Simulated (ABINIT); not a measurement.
Crystal: NaI.

```
CELL_PARAMETERS angstrom
0.00000 3.23640 3.23640
3.23640 0.00000 3.23640
3.23640 3.23640 0.00000
ATOMIC_POSITIONS crystal
I 0.50000 0.50000 0.50000
Na 0.00000 0.00000 0.00000
```

Program: ABINIT 10.8.3 (patched build). Alike in all runs: task band structure; no spin polarisation; cell as given; k mesh 7 × 7 × 7; smearing fermi-dirac 0.05 eV.

Problem. Order these runs on this cell by their band gap on the k mesh, lowest first.
A. level LDA; potentials or basis JTH PAW LDA v2.0; cutoff (eV) 1088; fine-grid cutoff 1687.11 eV
B. level r2SCAN; potentials or basis PseudoDojo NC SR PBE v0.4.1 standard; cutoff (eV) 1442
C. level PBEsol; potentials or basis PseudoDojo NC SR PBEsol v0.4.1 standard; cutoff (eV) 1197

Solution. A (3.33 eV), C (3.51 eV), B (4.28 eV).

Caveats: spin-orbit coupling is left out, which moves the levels of the heavy elements; a meta-GGA on potentials with a model core is unreliable (some runs).

Runs at the PBE level aren't shown here.
